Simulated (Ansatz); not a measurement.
Input and output of a field-response calculation (clamped ions) on CdS (F-43m) from a database structure (the plane-wave code Ansatz, r2SCAN). The geometry is the r2SCAN minimum.

```yaml
crystal:
  lattice:
    - [0.0, 2.9392087863, 2.9392087863]
    - [2.9392087863, 0.0, 2.9392087863]
    - [2.9392087863, 2.9392087863, 0.0]
  atoms:
    - { symbol: Cd, position: [0.0, 0.0, 0.0] }
    - { symbol: S, position: [0.25, 0.25, 0.25] }
kpoints:
  mp_grid: { grid: [6, 6, 6] }
hamiltonian:
  xc: r2scan
scf:
  occupations: { method: fixed }
dielectric: {}
```

The output follows, shortened, with numbered blanks.
```
Functional definition: r2SCAN
Crystal: 2 atoms, lattice volume = 50.783 Å³
Basis set: ecut = 500 eV, 1243 PW (Γ)
[1]
Symmetry: 24 space group operations
k-points: 46 of 216 (irreducible under 4 space group operations, time reversal used)
SCF 1 converged in 7 iterations: F = -9175.608701 eV  dr2 = 3.16e-11
SCF 1 converged in 4 iterations: F = -9175.605500 eV  dr2 = 9.70e-9
SCF converged after 7 iterations
Free energy (F): -9175.608701 eV
Fermi energy:    6.318901 eV
--- Dielectric response (ions clamped): 3 representative field directions + reference, inside a basis on a mesh of 216 k-points ---
  ε∞ (high-frequency dielectric tensor):
[2]
  Born effective charges Z* (e; rows j = field, columns β = displacement):
    site 0:
[3]
    site 1:
[4]
  ε∞ is read to err by 1.9e-2, Z* by 2.2e-2 e
```

Task: Fill in the blanks. They hold the Born charges, ε∞ (with the ionic part, where printed), the band count.

Result:
```
[1]
Bands: 17, of which v1, the nominal top of the filled ones, is band 13 counted from 1 (12 counted from 0)
[2]
        5.494443     0.000000     0.000000
        0.000000     5.494443     0.000000
        0.000000     0.000000     5.494443
[3]
         2.19279    0.00000    0.00000
         0.00000    2.19279    0.00000
         0.00000    0.00000    2.19279
[4]
        -2.19279    0.00000    0.00000
         0.00000   -2.19279    0.00000
         0.00000    0.00000   -2.19279
```

Run as `ansatz run input.yaml --threads 2 --pin off --max-ram 20275MiB --backend cpu --events-out ev --progress --plain --runs-dir out`. It took 28 s on 2 threads of AMD EPYC 7R13 Processor (Zen 3) (shared host), load about 2.7 per core; peak host memory 1 GiB.

(Simulation; spin polarisation is off.)
